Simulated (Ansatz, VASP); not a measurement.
**LiF in VASP and in Ansatz**

Contents of INCAR:

```
SYSTEM = LiF
ALGO = Normal
EDIFF = 1E-6
EDIFFG = -0.01
ENCUT = 600
GGA = PE
IBRION = 2
ISIF = 3
ISMEAR = 0
LASPH = .True.
LCHARG = .False.
LREAL = .False.
LWAVE = .False.
NELM = 100
NSW = 100
PREC = Accurate
SIGMA = 0.02
```

File KPOINTS:

```
k-points
0
Gamma
  6 6 6
  0 0 0
```

File POSCAR:

```
LiF
1.0
   -3.0866577756      3.0866577756      2.4360592151
    3.0866577756     -3.0866577756      2.4360592151
    3.0866577756      3.0866577756     -2.4360592151
Li F
4 4
Direct
    0.4527071780      0.6596407047      0.5000000000
    0.1596407047      0.9527071780      0.5000000000
    0.9527071780      0.4527071780      0.7930664733
    0.6596407047      0.1596407047      0.2069335267
    0.3464857758      0.8464857758      0.8053194343
    0.0411663415      0.5411663415      0.1946805657
    0.8464857758      0.0411663415      0.5000000000
    0.5411663415      0.3464857758      0.5000000000
```

Input for Ansatz:

```yaml
crystal:
  lattice:
    - [-3.0866577756, 3.0866577756, 2.4360592151]
    - [3.0866577756, -3.0866577756, 2.4360592151]
    - [3.0866577756, 3.0866577756, -2.4360592151]
  atoms:
    - { symbol: Li, position: [0.452707178, 0.6596407047, 0.5] }
    - { symbol: Li, position: [0.1596407047, 0.952707178, 0.5] }
    - { symbol: Li, position: [0.952707178, 0.452707178, 0.7930664733] }
    - { symbol: Li, position: [0.6596407047, 0.1596407047, 0.2069335267] }
    - { symbol: F, position: [0.3464857758, 0.8464857758, 0.8053194343] }
    - { symbol: F, position: [0.0411663415, 0.5411663415, 0.1946805657] }
    - { symbol: F, position: [0.8464857758, 0.0411663415, 0.5] }
    - { symbol: F, position: [0.5411663415, 0.3464857758, 0.5] }
basis:
  ecutwfc: 420
kpoints:
  mp_grid: { grid: [6, 6, 6] }
hamiltonian:
  xc: pbe
scf:
  occupations: { method: gaussian, width: 0.02 }
output:
  forces: true
  stress: true
  eigenvalues: true
relax:
  adjacent_minimum: "off"
  f_tol: 0.01
  max_steps: 80
  cell: { stress_tol: 0.05 }
```

Alike in both runs: task relaxation of cell and atoms; functional PBE; k mesh 6 × 6 × 6; occupations gaussian, width 0.02 eV; no spin polarisation.

|  | VASP | Ansatz |
| --- | --- | --- |
| version | VASP 6.6.1 | Ansatz 0.2.0 |
| potentials or method | VASP PAW PBE potentials, release 64 (Li_sv, F) | scalar-relativistic, plane waves, PAW |
| plane-wave cutoff (eV) | 600 | 420 |
| valence electrons in the cell | 40 | 40 |

```tsv
	VASP	Ansatz	Ansatz less VASP
gap on the k mesh at the Fermi level, each at its own relaxed structure (eV)	7.09	7.07	-0.022
relaxed volume (Å³/atom)	11.54	11.63	+0.090
relaxed cell length with the largest relative difference (Å)	4.990	5.003	+0.0133
```

Caveats: the cutoff is under 1.25 times the usual one of these potentials, so pressure, stress and relaxed cells hold a basis-set (Pulay) error (VASP). PBE gaps usually lie below the measured ones, often by a third to a half. A k mesh can miss the band edges.
